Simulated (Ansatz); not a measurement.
A run of Ansatz 0.2.0:

The input input.yaml:

```yaml
crystal:
  lattice: { a: 4.44, b: 4.44, c: 4.44, alpha: 90.0, beta: 90.0, gamma: 90.0 }
  space_group: 225
  setting: { hermann_mauguin: Fm-3m }
  reduce_to_primitive: true
  atoms:
    - { symbol: Hf, position: [0.0, 0.0, 0.0] }
kpoints:
  mp_grid: { grid: [10, 10, 10] }
scf:
  occupations: { method: methfessel_paxton, width: 0.15 }
hamiltonian:
  xc: lda
  pseudopotentials:
    kind: all_electron
    lapw: { basis_error: 0.001 }
    relativity: none
  hubbard:
    sites: [{ species: Hf, l: d, u_eff: 6 }]
    double_counting: fll
    projectors: ortho-atomic
output:
  forces: true
  stress: true
  eigenvalues: true
  hubbard: {}
```

Potentials or basis: all-electron LAPW, non-relativistic.

Launch:

```sh
$ ansatz run input.yaml --threads 1 --pin off --max-ram 2560MiB --backend cpu --events-out ev --progress --plain --runs-dir out
```

Hardware: 1 thread of Intel(R) Xeon(R) Platinum 8488C (Sapphire Rapids), with other jobs on the host.

Q: Estimate the wall time of this run.

A: It took 5.5 s on 1 thread of Intel(R) Xeon(R) Platinum 8488C (Sapphire Rapids) (shared host), peak memory 0.36 GiB. Counts: scf iterations 9, plane waves 169, k points 47, bands 22.
